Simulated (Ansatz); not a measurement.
An input for Ansatz 0.2.0 (Er):

The input input.yaml:

```yaml
crystal:
  lattice:
    - [-1.9237208427, 1.9237208427, 1.9237208427]
    - [1.9237208427, -1.9237208427, 1.9237208427]
    - [1.9237208427, 1.9237208427, -1.9237208427]
  atoms:
    - { symbol: Er, position: [0.0, 0.0, 0.0], spin: 3.0 }
hamiltonian:
  xc: revpbe
  pseudopotentials: { kind: paw, level: accurate }
  dispersion: d3bjatm
  hubbard: { sites: [{ species: Er, l: f, u_eff: 5.0 }], double_counting: amf }
magnetization:
  spin_polarized: true
  initial_magnetization: 0.0
  spin_locking: { lock_magnetization: hard }
kpoints:
  mp_grid: { grid: [9, 9, 9] }
scf:
  occupations: { method: methfessel_paxton, width: 0.01 }
output:
  forces: true
  stress: true
  eigenvalues: true
```

Potentials or basis: Ansatz PAW accurate.

Launch:

```bash
$ ansatz run input.yaml --threads 1 --pin off --max-ram 2560MiB --backend cpu --events-out ev --progress --plain --runs-dir out
```

Problem. Does this run start?

Solution. The run stopped without a result. It printed:

Output:

```text
Error: inconsistent input (crystal.atoms[].spin, magnetization.initial_magnetization): Σ_i spin_i = 3.000000 μB but magnetization.initial_magnetization = 0.000000 μB (|Δ| = 3.00e0 > 1e-4); adjust per-atom `spin:`, `per_species`, or `initial_magnetization` to agree
```
